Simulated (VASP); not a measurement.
# AlN (P6_3mc) in VASP: notebook

One crystal, AlN, is run at these levels: r2SCAN, r2SCAN+rVV10; tasks: relaxation of cell and atoms.

Program: VASP 6.6.1. These are calculated values, not measurements. Logs are shortened: lines on timing, memory, paths and dates and some standing lists are left out, and cuts for length are marked.

## 1. Starting point

It takes space group P6_3mc (No. 186, hexagonal). Conventional cell: a = 3.129 Å, b = 3.129 Å, c = 5.017 Å, α = 90.00°, β = 90.00°, γ = 120.00°. Al (site symmetry 3m) is surrounded by 4 N at 1.90 to 1.91 Å. Around N (site symmetry 3m) lie 4 Al at 1.90 to 1.91 Å.

The cell is a database's computed one.

## 2. Relaxation of cell and atoms, r2SCAN

Contents of INCAR:

```
  ALGO = Normal
  EDIFF = 1E-7
  EDIFFG = -0.005
  ENCUT = 600
  IBRION = 2
  ISIF = 3
  ISMEAR = 0
  LASPH = True
  LCHARG = False
  LMIXTAU = True
  LREAL = False
  LWAVE = False
  METAGGA = R2SCAN
  NELM = 100
  NSW = 90
  PREC = Accurate
  SIGMA = 0.02
```

Contents of KPOINTS:

```
k-points
0
Gamma
  9 9 6
```

Contents of POSCAR:

```
AlN
1.0
    3.1285881400      0.0000000000      0.0000000000
   -1.5642940700      2.7094368000      0.0000000000
    0.0000000000      0.0000000000      5.0169550000
Al N
2 2
Direct
    0.6666666700      0.3333333300      0.4992870000
    0.3333333300      0.6666666700      0.9992870000
    0.6666666700      0.3333333300      0.8807130000
    0.3333333300      0.6666666700      0.3807130000
```

Potentials or basis: VASP PAW PBE potentials, release 64 (Al, N).

Run with:

```sh
$ cat potpaw_PBE.64/Al/POTCAR potpaw_PBE.64/N/POTCAR > POTCAR
$ mpirun -np 1 vasp_std > vasp.out
```

OUTCAR:

```text
EDIFF = 1E-7
   EDIFFG = -0.005
   ENCUT = 600
   IBRION = 2
   ISIF = 3
   ISMEAR = 0
   LASPH = True
   LREAL = False
   METAGGA = R2SCAN
   NELM = 100
   NSW = 90
   PREC = Accurate

 ion  position               nearest neighbor table
   1  0.667  0.333  0.499-   4 1.90   4 1.90   4 1.90   3 1.91   2 3.09   2 3.09   2 3.09   2 3.09
                             2 3.09   2 3.09
   2  0.333  0.667  0.999-   3 1.90   3 1.90   3 1.90   4 1.91   1 3.09   1 3.09   1 3.09   1 3.09
                             1 3.09   1 3.09
   3  0.667  0.333  0.881-   2 1.90   2 1.90   2 1.90   1 1.91
   4  0.333  0.667  0.381-   1 1.90   1 1.90   1 1.90   2 1.91

  LATTYP: Found a hexagonal cell.
 ALAT       =     3.1285881400
 C/A-ratio  =     1.6035843567

  Lattice vectors:

 A1 = (   3.1285881400,   0.0000000000,   0.0000000000)
 A2 = (  -1.5642940700,   2.7094368000,   0.0000000000)
 A3 = (   0.0000000000,   0.0000000000,   5.0169550000)

Analysis of symmetry for initial positions (statically):
=====================================================================
 Subroutine PRICEL returns:
 Original cell was already a primitive cell.

 Routine SETGRP: Setting up the symmetry group for a
 hexagonal supercell.

 Subroutine GETGRP returns: Found 12 space group operations
 (whereof  6 operations were pure point group operations)
 out of a pool of 24 trial point group operations.

The static configuration has the point symmetry C_3v.
 The point group associated with its full space group is C_6v.

Analysis of symmetry for dynamics (positions and initial velocities):
=====================================================================
 Subroutine PRICEL returns:
 Original cell was already a primitive cell.

 Routine SETGRP: Setting up the symmetry group for a
 hexagonal supercell.

 Subroutine GETGRP returns: Found 12 space group operations
 (whereof  6 operations were pure point group operations)
 out of a pool of 24 trial point group operations.

The dynamic configuration has the point symmetry C_3v.
 The point group associated with its full space group is C_6v.

 Subroutine INISYM returns: Found 12 space group operations
 (whereof  6 operations are pure point group operations),
 and found     1 'primitive' translations

----------------------------------------------------------------------------------------

                                     Primitive cell

  volume of cell :      42.5273

  direct lattice vectors                    reciprocal lattice vectors
     3.128588140  0.000000000  0.000000000     0.319632996  0.184540197  0.000000000
    -1.564294070  2.709436800  0.000000000     0.000000000  0.369080393  0.000000000
     0.000000000  0.000000000  5.016955000     0.000000000  0.000000000  0.199324092

  length of vectors
     3.128588140  3.128588134  5.016955000     0.369080393  0.369080393  0.199324092

  position of ions in fractional coordinates (direct lattice)
     0.666666670  0.333333330  0.499287000
     0.333333330  0.666666670  0.999287000
     0.666666670  0.333333330  0.880713000
     0.333333330  0.666666670  0.380713000

  ion indices of the primitive-cell ions
   primitive index   ion index
                 1           1
                 2           2
                 3           3
                 4           4

----------------------------------------------------------------------------------------

 KPOINTS: k-points

Automatic generation of k-mesh.
 Grid dimensions read from file:
 generate k-points for:    9    9    6

 Generating k-lattice:

  Cartesian coordinates                     Fractional coordinates (reciprocal lattice)
     0.035514777  0.020504466  0.000000000     0.111111111 -0.000000000  0.000000000
     0.000000000  0.041008933  0.000000000     0.000000000  0.111111111  0.000000000
     0.000000000  0.000000000  0.033220682     0.000000000  0.000000000  0.166666667

  Length of vectors
     0.041008933  0.041008933  0.033220682

  Shift w.r.t. Gamma in fractional coordinates (k-lattice)
     0.000000000  0.000000000  0.000000000

 Subroutine IBZKPT returns following result:
 ===========================================

 Found     48 irreducible k-points:

 Following reciprocal coordinates:
            Coordinates               Weight
  0.000000  0.000000  0.000000      1.000000
  0.111111  0.000000  0.000000      6.000000
  0.222222  0.000000  0.000000      6.000000
  0.333333 -0.000000  0.000000      6.000000
  0.444444  0.000000  0.000000      6.000000
  0.111111  0.111111  0.000000      6.000000
[... 16 lines left out ...]
  0.333333  0.222222  0.166667     24.000000
  0.333333  0.333333  0.166667      4.000000
 [... further k-points ...]
   k-points           NKPTS =     48   k-points in BZ     NKDIM =     48   number of bands    NBANDS=     12
   number of dos      NEDOS =    301   number of ions     NIONS =      4
   total plane-waves  NPLWV =  31360
   dimension x,y,z NGX =    28 NGY =   28 NGZ =   40
   dimension x,y,z NGXF=    56 NGYF=   56 NGZF=   80
   ions per type =               2   2
   NGX,Y,Z   is equivalent  to a cutoff of  14.88, 14.88, 13.25 a.u.
   NGXF,Y,Z  is equivalent  to a cutoff of  29.76, 29.76, 26.51 a.u.
 SYSTEM =  unknown system
   PREC   = accura    normal or accurate (medium, high low for compatibility)
   ISTART =      0    job   : 0-new  1-cont  2-samecut
   ICHARG =      2    charge: 1-file 2-atom 10-const
   ISPIN  =      1    spin polarized calculation?
   LNONCOLLINEAR =      F non collinear calculations
   LSORBIT =      F    spin-orbit coupling
   LASPH  =      T    aspherical Exc in radial PAW
   ENCUT  =  600.0 eV  44.10 Ry    6.64 a.u.   6.25  6.25 10.02*2*pi/ulx,y,z
   NELM   =    100;   NELMIN=  2; NELMDL= -5     # of ELM steps
   EDIFF  = 0.1E-06   stopping-criterion for ELM
   LREAL  =      F    real-space projection
   EDIFFG = -.5E-02   stopping-criterion for IOM
   NSW    =     90    number of steps for IOM
   IBRION =      2    ionic relax: 0-MD 1-quasi-New 2-CG
   NFREE  =      1    steps in history (QN), initial steepest desc. (CG)
   ISIF   =      3    stress and relaxation
   ISYM   =      2    0-nonsym 1-usesym 2-fastsym
   POTIM  = 0.5000    time-step for ionic-motion
   TEBEG  =    0.0;   TEEND  =   0.0 temperature during run
   PSTRESS=    0.0 pullay stress
   NELECT =      16.0000    total number of electrons
   NUPDOWN=      -1.0000    fix difference up-down
   EMIN   =  10.00;   EMAX   =-10.00  energy-range for DOS
   EFERMI =   0.00;   METHOD = LEGACY
   ISMEAR =     0;   SIGMA  =   0.02  broadening in eV -4-tet -1-fermi 0-gaus
   EFERMI_NEDOS =   21; number of points for ismear=-14 and -15
   IALGO  =     38    algorithm
   IMIX   =      4    mixing-type and parameters
     AMIX     =   0.40;   BMIX     =  1.00
     AMIX_MAG =   1.60;   BMIX_MAG =  1.00
  volume/ion in A,a.u.               =      10.63        71.75
  Fermi-wavevector in a.u.,A,eV,Ry     =   1.181841  2.233355 19.003903  1.396747
  Thomas-Fermi vector in A             =   2.318106
   LORBIT       =      0    0 simple, 1 ext, 2 COOP (PROOUT), +10 PAW based schemes
   METAGGA = R2SCAN    functional components
   LHFCALC =     F    Hartree Fock is set to
   AEXX    =    0.0000 exact exchange contribution
   IVDW    =     0    specifies the selected vdW correction
   LEPSILON=     F    determine dielectric tensor
   LRPA    =     F    only Hartree local field effects (RPA)
 conjugate gradient relaxation of ions
 non-spin polarized calculation
 Gauss-broadening in eV      SIGMA  =   0.02
  energy-cutoff  :      600.00
  volume of cell :       42.53
 maximum number of plane-waves:      1436
 NGX is ok and might be reduce to    28
   NGX = 13   NGY = 13   NGZ = 21

--------------------------------------- Ionic step        1  -------------------------------------------

 number of electron      15.9999999 magnetization

 Free energy of the ion-electron system (eV)
  ---------------------------------------------------
  ext. energy  EPLUGINS =         0.00000000
  ---------------------------------------------------
  free energy    TOTEN  =       -38.44176673 eV

  energy without entropy =      -38.44176673  energy(sigma->0) =      -38.44176673

------------------------ aborting loop because EDIFF is reached ----------------------------------------

  FORCE on cell =-STRESS in cart. coord.  units (eV):
  Direction    XX          YY          ZZ          XY          YZ          ZX
  --------------------------------------------------------------------------------------
  -------------------------------------------------------------------------------------
  Total       -1.2662443     -1.2662443     -1.2207609      0.0000000      0.0000000     -0.0000000
  in kB      -47.7046220    -47.7046217    -45.9910758      0.0000000      0.0000000     -0.0000000
  external PRESSURE =     -47.1334398 kB  Pullay stress =       0.0000000 kB
[... 213 lines left out ...]
  energy  without entropy=      -38.4562455383  energy(sigma->0) =      -38.45624554

--------------------------------------- Ionic step        7  -------------------------------------------

 number of electron      15.9999999 magnetization

 Free energy of the ion-electron system (eV)
  ---------------------------------------------------
  ext. energy  EPLUGINS =         0.00000000
  ---------------------------------------------------
  free energy    TOTEN  =       -38.45625304 eV

  energy without entropy =      -38.45625304  energy(sigma->0) =      -38.45625304

 E-fermi :   6.0344     XC(G=0): -11.4231

 val. band max:        5.9335787377   @ k =   0.0000   0.0000   0.0000
 cond. band min:      10.8650099023   @ k =   0.0000   0.0000   0.0000
 fundamental gap:      4.9314311646
 Fermi energy:         6.0344205598

 k-point     1 :       0.0000    0.0000    0.0000
  band No.  band energies     occupation
      1     -10.0581      2.00000
      2      -7.9315      2.00000
      3      -0.1434      2.00000
      4       5.0452      2.00000
      5       5.0452      2.00000
      6       5.7064      2.00000
      7       5.7064      2.00000
      8       5.9336      2.00000
      9      10.8650      0.00000
     10      13.4838      0.00000
     11      17.5598      0.00000
     12      17.9855      0.00000
[... 331 lines left out ...]
 k-point    24 :       0.3333    0.3333    0.1667
  band No.  band energies     occupation
      1      -7.5702      2.00000
      2      -7.5702      2.00000
      3       1.1528      2.00000
      4       1.7332      2.00000
      5       1.7332      2.00000
      6       3.1744      2.00000
      7       4.0408      2.00000
      8       4.0408      2.00000
      9      12.0301      0.00000
     10      15.0337      0.00000
     11      15.9269      0.00000
     12      15.9269      0.00000

 [... further k-points ...]

------------------------ aborting loop because EDIFF is reached ----------------------------------------

  FORCE on cell =-STRESS in cart. coord.  units (eV):
  Direction    XX          YY          ZZ          XY          YZ          ZX
  --------------------------------------------------------------------------------------
  -------------------------------------------------------------------------------------
  Total       -0.0040631     -0.0040631     -0.0094924      0.0000000     -0.0000000     -0.0000000
  in kB       -0.1566603     -0.1566603     -0.3659977      0.0000000     -0.0000000     -0.0000000
  external PRESSURE =      -0.2264395 kB  Pullay stress =       0.0000000 kB
[... 19 lines left out ...]
  FREE ENERGIE OF THE ION-ELECTRON SYSTEM (eV)
  ---------------------------------------------------
  free  energy   TOTEN  =       -38.4562530369 eV

  energy  without entropy=      -38.4562530369  energy(sigma->0) =      -38.45625304

 reached required accuracy - stopping structural energy minimisation
```

It took 5.1 min on 1 thread of Intel Xeon 6975P-C (Granite Rapids), shared host; peak memory 0.2 GiB.

Results:

```
Free energy                            : -38.4563 eV
Relaxed volume                         : 10.39 Å³/atom
Relaxed cell                           : a = 3.105 Å, b = 3.105 Å, c = 4.976 Å, α = 90.00°, β = 90.00°, γ = 120.00°
Space group after relaxing (to 0.05 Å) : P6_3mc (No. 186)
Energy gained by relaxing              : 3.6 meV/atom
Ionic steps                            : 7
Pressure after relaxing                : 0.0 GPa
Band gap on the k mesh                 : 4.93 eV, direct
```

Forces on the atoms (eV/Å):
```
Al   0.000  0.000  0.003
Al   0.000  0.000  0.003
N    0.000  0.000 -0.003
N    0.000  0.000 -0.003
```

Step by step:
```tsv
step	energy change (eV)	largest force (eV/Å)	pressure (GPa)	volume (Å³)
1	0.0000	0.0025	-4.71	42.53
2	-0.0001	0.0120	4.98	40.63
3	-0.0145	0.0049	-0.08	41.57
4	-0.0145	0.0051	0.02	41.55
5	-0.0145	0.0081	0.02	41.55
6	-0.0145	0.0089	0.03	41.55
7	-0.0145	0.0028	-0.02	41.55
```

Final structure:
```cif
data_structure
_symmetry_space_group_name_H-M 'P 1'
_symmetry_Int_Tables_number 1
_cell_length_a 3.1053
_cell_length_b 3.1053
_cell_length_c 4.9758
_cell_angle_alpha 90.000
_cell_angle_beta 90.000
_cell_angle_gamma 120.000
_cell_volume 41.55
loop_
_atom_site_label
_atom_site_type_symbol
_atom_site_fract_x
_atom_site_fract_y
_atom_site_fract_z
_atom_site_occupancy
Al1 Al 0.66667 0.33333 0.49914 1
Al2 Al 0.33333 0.66667 0.99914 1
N1 N 0.66667 0.33333 0.88086 1
N2 N 0.33333 0.66667 0.38086 1
```

Levels at points of the mesh, in eV from the valence-band top:
| k point | band 4 | band 5 | band 6 | band 7 | band 8 | band 9 | band 10 | band 11 | band 12 |
| --- | --- | --- | --- | --- | --- | --- | --- | --- | --- |
| (0.00, 0.00, 0.00) | -0.89 | -0.89 | -0.23 | -0.23 | 0.00 | 4.93 | 7.55 | 11.63 | 12.05 |
| (0.00, 0.00, 0.50) | -3.38 | -0.57 | -0.57 | -0.57 | -0.57 | 7.27 | 7.27 | 11.33 | 11.33 |

Caveat: the PAW data sets were made with another functional, which shifts forces and pressure a little; an odd mesh through Γ misses points on the zone boundary, where band edges often lie.

[end of part 1 of 2]
